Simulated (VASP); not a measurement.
# Mo (Im-3m) in VASP: notebook

Runs on Mo. Level: PBE. Tasks: relaxation of cell and atoms.

All numbers are computed with VASP 6.6.1; they aren't measurements. Logs are shortened: lines on timing, memory, paths and dates and some standing lists are left out, and cuts for length are marked.

## (1) The structure

The structure is cubic, space group Im-3m (No. 229). The conventional cell has a = 3.147 Å, b = 3.147 Å, c = 3.147 Å, α = 90.00°, β = 90.00°, γ = 90.00°. Around Mo (site symmetry m-3m) lie 8 Mo at 2.73 Å.

## (2) Relaxation of cell and atoms, PBE

File INCAR:

```
SYSTEM = Mo
  ALGO = Normal
  EDIFF = 1E-7
  EDIFFG = -0.002
  ENCUT = 520
  GGA = PE
  IBRION = 2
  ISIF = 3
  ISMEAR = 0
  LASPH = .TRUE.
  LCHARG = .FALSE.
  LREAL = .FALSE.
  LWAVE = .FALSE.
  NELM = 100
  NSW = 80
  PREC = Accurate
  SIGMA = 0.1
```

File KPOINTS:

```
k-points
0
G
  26 26 26
  0 0 0
```

File POSCAR:

```
Mo
1.0
   -1.5734150000      1.5734150000      1.5734150000
    1.5734150000     -1.5734150000      1.5734150000
    1.5734150000      1.5734150000     -1.5734150000
Mo
1
Direct
    0.0000000000      0.0000000000      0.0000000000
```

Potentials or basis: VASP PAW PBE potentials, release 64 (Mo_sv).

The run is started by

```sh
$ cat potpaw_PBE.64/Mo_sv/POTCAR > POTCAR
$ mpirun -np 1 vasp_std > vasp.out
```

OUTCAR:

```text
SYSTEM = Mo
   EDIFF = 1E-7
   EDIFFG = -0.002
   ENCUT = 520
   GGA = PE
   IBRION = 2
   ISIF = 3
   ISMEAR = 0
   LASPH = .TRUE.
   LREAL = .FALSE.
   NELM = 100
   NSW = 80
   PREC = Accurate

 ion  position               nearest neighbor table
   1  0.000  0.000  0.000-

  LATTYP: Found a body centered cubic cell.
 ALAT       =     3.1468300000

  Lattice vectors:

 A1 = (  -1.5734150000,   1.5734150000,   1.5734150000)
 A2 = (   1.5734150000,  -1.5734150000,   1.5734150000)
 A3 = (   1.5734150000,   1.5734150000,  -1.5734150000)

Analysis of symmetry for initial positions (statically):
=====================================================================
 Subroutine PRICEL returns:
 Original cell was already a primitive cell.

 Routine SETGRP: Setting up the symmetry group for a
 body centered cubic supercell.

 Subroutine GETGRP returns: Found 48 space group operations
 (whereof 48 operations were pure point group operations)
 out of a pool of 48 trial point group operations.

The static configuration has the point symmetry O_h .

Analysis of symmetry for dynamics (positions and initial velocities):
=====================================================================
 Subroutine PRICEL returns:
 Original cell was already a primitive cell.

 Routine SETGRP: Setting up the symmetry group for a
 body centered cubic supercell.

 Subroutine GETGRP returns: Found 48 space group operations
 (whereof 48 operations were pure point group operations)
 out of a pool of 48 trial point group operations.

The dynamic configuration has the point symmetry O_h .

 Subroutine INISYM returns: Found 48 space group operations
 (whereof 48 operations are pure point group operations),
 and found     1 'primitive' translations

----------------------------------------------------------------------------------------

                                     Primitive cell

  volume of cell :      15.5808

  direct lattice vectors                    reciprocal lattice vectors
    -1.573415000  1.573415000  1.573415000     0.000000000  0.317780115  0.317780115
     1.573415000 -1.573415000  1.573415000     0.317780115  0.000000000  0.317780115
     1.573415000  1.573415000 -1.573415000     0.317780115  0.317780115  0.000000000

  length of vectors
     2.725234721  2.725234721  2.725234721     0.449408949  0.449408949  0.449408949

  position of ions in fractional coordinates (direct lattice)
     0.000000000  0.000000000  0.000000000

  ion indices of the primitive-cell ions
   primitive index   ion index
                 1           1

----------------------------------------------------------------------------------------

 KPOINTS: k-points

Automatic generation of k-mesh.
 Grid dimensions read from file:
 generate k-points for:   26   26   26

 Generating k-lattice:

  Cartesian coordinates                     Fractional coordinates (reciprocal lattice)
     0.000000000  0.012222312  0.012222312     0.038461538  0.000000000  0.000000000
     0.012222312  0.000000000  0.012222312     0.000000000  0.038461538  0.000000000
     0.012222312  0.012222312  0.000000000     0.000000000  0.000000000  0.038461538

  Length of vectors
     0.017284960  0.017284960  0.017284960

  Shift w.r.t. Gamma in fractional coordinates (k-lattice)
     0.000000000  0.000000000  0.000000000

 Subroutine IBZKPT returns following result:
 ===========================================

 Found    511 irreducible k-points:

 Following reciprocal coordinates:
            Coordinates               Weight
  0.000000  0.000000  0.000000      1.000000
  0.038462  0.000000  0.000000     12.000000
  0.076923  0.000000  0.000000     12.000000
  0.115385  0.000000  0.000000     12.000000
  0.153846  0.000000  0.000000     12.000000
  0.192308  0.000000  0.000000     12.000000
[... 16 lines left out ...]
  0.346154  0.038462  0.000000     48.000000
  0.384615  0.038462  0.000000     48.000000
 [... further k-points ...]
   k-points           NKPTS =    511   k-points in BZ     NKDIM =    511   number of bands    NBANDS=     11
   number of dos      NEDOS =    301   number of ions     NIONS =      1
   total plane-waves  NPLWV =   8000
   dimension x,y,z NGX =    20 NGY =   20 NGZ =   20
   dimension x,y,z NGXF=    40 NGYF=   40 NGZF=   40
   ions per type =               1
   NGX,Y,Z   is equivalent  to a cutoff of  12.20, 12.20, 12.20 a.u.
   NGXF,Y,Z  is equivalent  to a cutoff of  24.40, 24.40, 24.40 a.u.
 SYSTEM =  Mo
   PREC   = accura    normal or accurate (medium, high low for compatibility)
   ISTART =      0    job   : 0-new  1-cont  2-samecut
   ICHARG =      2    charge: 1-file 2-atom 10-const
   ISPIN  =      1    spin polarized calculation?
   LNONCOLLINEAR =      F non collinear calculations
   LSORBIT =      F    spin-orbit coupling
   LASPH  =      T    aspherical Exc in radial PAW
   ENCUT  =  520.0 eV  38.22 Ry    6.18 a.u.   5.07  5.07  5.07*2*pi/ulx,y,z
   NELM   =    100;   NELMIN=  2; NELMDL= -5     # of ELM steps
   EDIFF  = 0.1E-06   stopping-criterion for ELM
   LREAL  =      F    real-space projection
   EDIFFG = -.2E-02   stopping-criterion for IOM
   NSW    =     80    number of steps for IOM
   IBRION =      2    ionic relax: 0-MD 1-quasi-New 2-CG
   NFREE  =      1    steps in history (QN), initial steepest desc. (CG)
   ISIF   =      3    stress and relaxation
   ISYM   =      2    0-nonsym 1-usesym 2-fastsym
   POTIM  = 0.5000    time-step for ionic-motion
   TEBEG  =    0.0;   TEEND  =   0.0 temperature during run
   PSTRESS=    0.0 pullay stress
   NELECT =      14.0000    total number of electrons
   NUPDOWN=      -1.0000    fix difference up-down
   EMIN   =  10.00;   EMAX   =-10.00  energy-range for DOS
   EFERMI =   0.00;   METHOD = LEGACY
   ISMEAR =     0;   SIGMA  =   0.10  broadening in eV -4-tet -1-fermi 0-gaus
   EFERMI_NEDOS =   21; number of points for ismear=-14 and -15
   IALGO  =     38    algorithm
   IMIX   =      4    mixing-type and parameters
     AMIX     =   0.40;   BMIX     =  1.00
     AMIX_MAG =   1.60;   BMIX_MAG =  1.00
  volume/ion in A,a.u.               =      15.58       105.14
  Fermi-wavevector in a.u.,A,eV,Ry     =   1.579747  2.985289 33.954710  2.495601
  Thomas-Fermi vector in A             =   2.680079
   LORBIT       =      0    0 simple, 1 ext, 2 COOP (PROOUT), +10 PAW based schemes
   GGA     = PE    functional components
   LHFCALC =     F    Hartree Fock is set to
   AEXX    =    0.0000 exact exchange contribution
   IVDW    =     0    specifies the selected vdW correction
   LEPSILON=     F    determine dielectric tensor
   LRPA    =     F    only Hartree local field effects (RPA)
 conjugate gradient relaxation of ions
 non-spin polarized calculation
 Gauss-broadening in eV      SIGMA  =   0.10
  energy-cutoff  :      520.00
  volume of cell :       15.58
 maximum number of plane-waves:       432
   NGX = 11   NGY = 11   NGZ = 11

--------------------------------------- Ionic step        1  -------------------------------------------

 number of electron      14.0000001 magnetization

 Free energy of the ion-electron system (eV)
  ---------------------------------------------------
  ext. energy  EPLUGINS =         0.00000000
  ---------------------------------------------------
  free energy    TOTEN  =       -10.93448038 eV

  energy without entropy =      -10.93190171  energy(sigma->0) =      -10.93319105

------------------------ aborting loop because EDIFF is reached ----------------------------------------

  FORCE on cell =-STRESS in cart. coord.  units (eV):
  Direction    XX          YY          ZZ          XY          YZ          ZX
  --------------------------------------------------------------------------------------
  -------------------------------------------------------------------------------------
  Total        0.3992259      0.3992259      0.3992259      0.0000000     -0.0000000      0.0000000
  in kB       41.0524877     41.0524877     41.0524877      0.0000000     -0.0000000      0.0000000
  external PRESSURE =      41.0524877 kB  Pullay stress =       0.0000000 kB
[... 230 lines left out ...]
  energy  without entropy=      -10.9349638172  energy(sigma->0) =      -10.93623832

--------------------------------------- Ionic step        8  -------------------------------------------

 number of electron      14.0000004 magnetization

 Free energy of the ion-electron system (eV)
  ---------------------------------------------------
  ext. energy  EPLUGINS =         0.00000000
  ---------------------------------------------------
  free energy    TOTEN  =       -10.93751282 eV

  energy without entropy =      -10.93496381  energy(sigma->0) =      -10.93623831

 E-fermi :  12.3862     XC(G=0): -13.3231

 val. band max:       12.3815793300   @ k =  -0.4615   0.4615   0.0769
 cond. band min:      12.4040094687   @ k =  -0.3077   0.3462   0.2308
 fundamental gap:      0.0224301386
 Fermi energy:        12.3862460078

 k-point     1 :       0.0000    0.0000    0.0000
  band No.  band energies     occupation
      1     -48.8789      2.00000
      2     -22.1722      2.00000
      3     -22.1722      2.00000
      4     -22.1722      2.00000
      5       5.2055      2.00000
      6      11.0603      2.00000
      7      11.0603      2.00000
      8      11.0603      2.00000
      9      14.0414      0.00000
     10      14.0414      0.00000
     11      27.2151      0.00000
[... 309 lines left out ...]
 k-point    24 :       0.3846    0.0385    0.0000
  band No.  band energies     occupation
      1     -48.6482      2.00000
      2     -23.4035      2.00000
      3     -22.5705      2.00000
      4     -22.1902      2.00000
      5       7.3317      2.00000
      6       9.2144      2.00000
      7      12.7192      0.00000
      8      14.0591      0.00000
      9      14.6478      0.00000
     10      16.3449      0.00000
     11      24.8463      0.00000

 [... further k-points ...]
[... 5 lines left out ...]
  --------------------------------------------------------------------------------------
  -------------------------------------------------------------------------------------
  Total        0.0019909      0.0019909      0.0019909     -0.0000000     -0.0000000      0.0000000
  in kB        0.2016323      0.2016323      0.2016323     -0.0000000     -0.0000000      0.0000000
  external PRESSURE =       0.2016323 kB  Pullay stress =       0.0000000 kB
[... 16 lines left out ...]
  FREE ENERGIE OF THE ION-ELECTRON SYSTEM (eV)
  ---------------------------------------------------
  free  energy   TOTEN  =       -10.9375128178 eV

  energy  without entropy=      -10.9349638114  energy(sigma->0) =      -10.93623831

 reached required accuracy - stopping structural energy minimisation
```

Wall time 86 s (1 thread of Intel Xeon 6975P-C (Granite Rapids), shared host); peak memory 0.2 GiB.

Results:

| Quantity | Value |
| --- | --- |
| Free energy | -10.9375 eV |
| Relaxed volume | 15.82 Å³/atom |
| Relaxed cell | a = 2.739 Å, b = 2.739 Å, c = 2.739 Å, α = 109.47°, β = 109.47°, γ = 109.47° |
| Space group after relaxing (to 0.05 Å) | Im-3m (No. 229) |
| Energy gained by relaxing | 3.0 meV/atom |
| Ionic steps | 8 |
| Pressure after relaxing | 0.0 GPa |
| Band gap on the k mesh | none (metal or under the smearing width) |

Step by step:
```csv
step,energy change (eV),largest force (eV/Å),pressure (GPa),volume (Å³)
1,0.0000,0.0000,4.11,15.58
2,0.0188,0.0000,-9.96,16.50
3,-0.0030,0.0000,-0.06,15.82
4,-0.0030,0.0000,0.02,15.82
5,-0.0030,0.0000,0.02,15.82
6,-0.0030,0.0000,0.02,15.82
7,-0.0030,0.0000,0.02,15.82
8,-0.0030,0.0000,0.02,15.82
```

Final structure:
```xyz
1
Lattice="-1.5814 1.5814 1.5814 1.5814 -1.5814 1.5814 1.5814 1.5814 -1.5814" Properties=species:S:1:pos:R:3 pbc="T T T"
Mo    0.0000    0.0000    0.0000
```

Levels at points of the mesh, in eV from the Fermi level:
| k point | band 3 | band 4 | band 5 | band 6 | band 7 | band 8 | band 9 | band 10 | band 11 |
| --- | --- | --- | --- | --- | --- | --- | --- | --- | --- |
| (0.00, 0.00, 0.00) | -34.56 | -34.56 | -7.18 | -1.33 | -1.33 | -1.33 | 1.66 | 1.66 | 14.83 |
| (0.50, 0.00, 0.00) | -34.99 | -34.57 | -5.24 | -3.33 | 1.60 | 1.68 | 2.30 | 4.67 | 11.48 |
| (0.50, 0.50, 0.50) | -35.49 | -35.49 | -5.33 | -5.33 | 3.93 | 3.93 | 3.93 | 8.99 | 8.99 |

PBE usually gives volumes a little too large and moduli too small. Zero-point motion and thermal expansion aren't in these numbers.

## (3) Relaxation of cell and atoms, PBE

This run uses another cell than the first one, of 15.82 Å³/atom, 1.015 times its volume.

INCAR is that of step 2.

KPOINTS is that of step 2.

File POSCAR:

```
Mo                                      
1.0
   -1.5814305406      1.5814305406      1.5814305406
    1.5814305406     -1.5814305406      1.5814305406
    1.5814305406      1.5814305406     -1.5814305406
  Mo            
     1
Direct
     0.0000000000000000    0.0000000000000000    0.0000000000000000
```

Potentials or basis: VASP PAW PBE potentials, release 64 (Mo_sv).

The run is started by

```sh
$ cat potpaw_PBE.64/Mo_sv/POTCAR > POTCAR
$ mpirun -np 1 vasp_std > vasp.out
```

OUTCAR:

```text
SYSTEM = Mo
   EDIFF = 1E-7
   EDIFFG = -0.002
   ENCUT = 520
   GGA = PE
   IBRION = 2
   ISIF = 3
   ISMEAR = 0
   LASPH = .TRUE.
   LREAL = .FALSE.
   NELM = 100
   NSW = 80
   PREC = Accurate

 ion  position               nearest neighbor table
   1  0.000  0.000  0.000-

  LATTYP: Found a body centered cubic cell.
 ALAT       =     3.1628610812

  Lattice vectors:

 A1 = (  -1.5814305406,   1.5814305406,   1.5814305406)
 A2 = (   1.5814305406,  -1.5814305406,   1.5814305406)
 A3 = (   1.5814305406,   1.5814305406,  -1.5814305406)

Analysis of symmetry for initial positions (statically):
=====================================================================
 Subroutine PRICEL returns:
 Original cell was already a primitive cell.

 Routine SETGRP: Setting up the symmetry group for a
 body centered cubic supercell.

 Subroutine GETGRP returns: Found 48 space group operations
 (whereof 48 operations were pure point group operations)
 out of a pool of 48 trial point group operations.

The static configuration has the point symmetry O_h .

Analysis of symmetry for dynamics (positions and initial velocities):
=====================================================================
 Subroutine PRICEL returns:
 Original cell was already a primitive cell.

 Routine SETGRP: Setting up the symmetry group for a
 body centered cubic supercell.

 Subroutine GETGRP returns: Found 48 space group operations
 (whereof 48 operations were pure point group operations)
 out of a pool of 48 trial point group operations.

The dynamic configuration has the point symmetry O_h .

 Subroutine INISYM returns: Found 48 space group operations
 (whereof 48 operations are pure point group operations),
 and found     1 'primitive' translations

----------------------------------------------------------------------------------------

                                     Primitive cell

  volume of cell :      15.8201

  direct lattice vectors                    reciprocal lattice vectors
[... 115 lines left out ...]
   LRPA    =     F    only Hartree local field effects (RPA)
 conjugate gradient relaxation of ions
 non-spin polarized calculation
 Gauss-broadening in eV      SIGMA  =   0.10
  energy-cutoff  :      520.00
  volume of cell :       15.82
 maximum number of plane-waves:       440
   NGX = 11   NGY = 11   NGZ = 11

 number of electron      14.0000004 magnetization

 Free energy of the ion-electron system (eV)
  ---------------------------------------------------
  ext. energy  EPLUGINS =         0.00000000
  ---------------------------------------------------
  free energy    TOTEN  =       -10.93761950 eV

  energy without entropy =      -10.93507034  energy(sigma->0) =      -10.93634492

 E-fermi :  12.3862     XC(G=0): -13.3231

 val. band max:       12.3815566774   @ k =  -0.4615   0.4615   0.0769
 cond. band min:      12.4039659143   @ k =  -0.3077   0.3462   0.2308
 fundamental gap:      0.0224092369
 Fermi energy:        12.3862011074

 k-point     1 :       0.0000    0.0000    0.0000
  band No.  band energies     occupation
      1     -48.8790      2.00000
      2     -22.1722      2.00000
      3     -22.1722      2.00000
      4     -22.1722      2.00000
      5       5.2055      2.00000
      6      11.0602      2.00000
      7      11.0602      2.00000
      8      11.0602      2.00000
      9      14.0414      0.00000
     10      14.0414      0.00000
     11      27.2151      0.00000
[... 309 lines left out ...]
 k-point    24 :       0.3846    0.0385   -0.0000
  band No.  band energies     occupation
      1     -48.6483      2.00000
      2     -23.4036      2.00000
      3     -22.5705      2.00000
      4     -22.1902      2.00000
      5       7.3317      2.00000
      6       9.2144      2.00000
      7      12.7192      0.00000
      8      14.0590      0.00000
      9      14.6478      0.00000
     10      16.3449      0.00000
     11      24.8463      0.00000

 [... further k-points ...]

------------------------ aborting loop because EDIFF is reached ----------------------------------------

  FORCE on cell =-STRESS in cart. coord.  units (eV):
  Direction    XX          YY          ZZ          XY          YZ          ZX
  --------------------------------------------------------------------------------------
  -------------------------------------------------------------------------------------
  Total        0.0016435      0.0016435      0.0016435     -0.0000000     -0.0000000      0.0000000
  in kB        0.1664468      0.1664468      0.1664468     -0.0000000     -0.0000000      0.0000000
  external PRESSURE =       0.1664468 kB  Pullay stress =       0.0000000 kB

 VOLUME and BASIS-vectors are now :
 -----------------------------------------------------------------------------
  energy-cutoff  :      520.00
  volume of cell :       15.82
      direct lattice vectors                 reciprocal lattice vectors
    -1.581430541  1.581430541  1.581430541     0.000000000  0.316169435  0.316169435
     1.581430541 -1.581430541  1.581430541     0.316169435  0.000000000  0.316169435
     1.581430541  1.581430541 -1.581430541     0.316169435  0.316169435  0.000000000

 POSITION                                       TOTAL-FORCE (eV/Angst)
 -----------------------------------------------------------------------------------
      0.00000      0.00000      0.00000         0.000000      0.000000      0.000000
 -----------------------------------------------------------------------------------
    total drift:                                0.000000      0.000000      0.000000

  FREE ENERGIE OF THE ION-ELECTRON SYSTEM (eV)
  ---------------------------------------------------
  free  energy   TOTEN  =       -10.9376195018 eV

  energy  without entropy=      -10.9350703380  energy(sigma->0) =      -10.93634492

 reached required accuracy - stopping structural energy minimisation
```

Wall time 26 s (1 thread of Intel Xeon 6975P-C (Granite Rapids), shared host); peak memory 0.19 GiB.

Results:

```
Free energy             : -10.9376 eV
Pressure after relaxing : 0.0 GPa
Band gap on the k mesh  : none (metal or under the smearing width)
```

Final structure:
```xyz
1
Lattice="-1.5814 1.5814 1.5814 1.5814 -1.5814 1.5814 1.5814 1.5814 -1.5814" Properties=species:S:1:pos:R:3 pbc="T T T"
Mo    0.0000    0.0000    0.0000
```

Levels at points of the mesh, in eV from the Fermi level:
| k point | band 3 | band 4 | band 5 | band 6 | band 7 | band 8 | band 9 | band 10 | band 11 |
| --- | --- | --- | --- | --- | --- | --- | --- | --- | --- |
| (0.00, 0.00, 0.00) | -34.56 | -34.56 | -7.18 | -1.33 | -1.33 | -1.33 | 1.66 | 1.66 | 14.83 |
| (0.50, 0.00, 0.00) | -34.99 | -34.57 | -5.24 | -3.33 | 1.60 | 1.68 | 2.30 | 4.67 | 11.48 |
| (0.50, 0.50, 0.50) | -35.49 | -35.49 | -5.33 | -5.33 | 3.93 | 3.93 | 3.93 | 8.99 | 8.99 |

Caveat: the relaxation stopped at its first step, so nothing moved.
